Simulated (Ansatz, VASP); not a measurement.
Given: the input of a run of Ansatz 0.2.0 on CdS.

input.yaml

```yaml
crystal:
  lattice:
    - [0.0, 2.753244, 2.753244]
    - [2.753244, 0.0, 2.753244]
    - [2.753244, 2.753244, 0.0]
  atoms:
    - { symbol: Cd, position: [0.0, 0.0, 0.0] }
    - { symbol: S, position: [0.5, 0.5, 0.5] }
kpoints:
  mp_grid: { grid: [8, 8, 8] }
scf:
  occupations: { method: gaussian, width: 0.1 }
hamiltonian:
  xc: rpbe
  pseudopotentials: { kind: all_electron, lapw: { basis_error: 0.001 } }
output:
  forces: true
  stress: true
  eigenvalues: true
```

Potentials or basis: all-electron LAPW, scalar-relativistic.

Run with:

```sh
$ ansatz run input.yaml --threads 1 --pin off --max-ram 3072MiB --backend cpu --events-out ev --progress --plain --runs-dir out
```

**Question.** Set up the same calculation for VASP 6.6.1. Potentials there: VASP PAW PBE potentials, release 64 (Cd, S).

**Answer.** As run (the cutoff follows the program's own potentials):

INCAR

```
ALGO = Normal ; EDIFF = 1E-6
ENCUT = 520 ; GGA = RP
ISIF = 2 ; ISMEAR = 0
LASPH = True ; LCHARG = True
LELF = True ; LREAL = False
LVHAR = True ; LWAVE = False
NBANDS = 16 ; NELM = 80
PREC = Accurate ; SIGMA = 0.1
```

KPOINTS

```
k-points
0
Gamma
  8 8 8
```

Contents of POSCAR:

```
CdS
1.0
    0.0000000000      2.7532440000      2.7532440000
    2.7532440000      0.0000000000      2.7532440000
    2.7532440000      2.7532440000      0.0000000000
Cd S
1 1
Direct
    0.0000000000      0.0000000000      0.0000000000
    0.5000000000      0.5000000000      0.5000000000
```

Potentials or basis: VASP PAW PBE potentials, release 64 (Cd, S).

Launch:

```sh
$ cat potpaw_PBE.64/Cd/POTCAR potpaw_PBE.64/S/POTCAR > POTCAR
$ mpirun -np 1 vasp_std > vasp.out
```

Both were run:

|  | VASP | Ansatz | Ansatz less VASP |
| --- | --- | --- | --- |
| gap on the k mesh at the Fermi level (eV) | 0.37 | 0.39 | +0.014 |
| least direct gap on the mesh (eV) | 1.66 | 1.69 | +0.026 |
| pressure (GPa) | 2.5 | 2.1 | -0.33 |

Ansatz ran all-electron here, so the differences hold the error of VASP's frozen core and of both bases.

Caveats: the PAW data sets were made with another functional, which shifts forces and pressure a little (VASP).
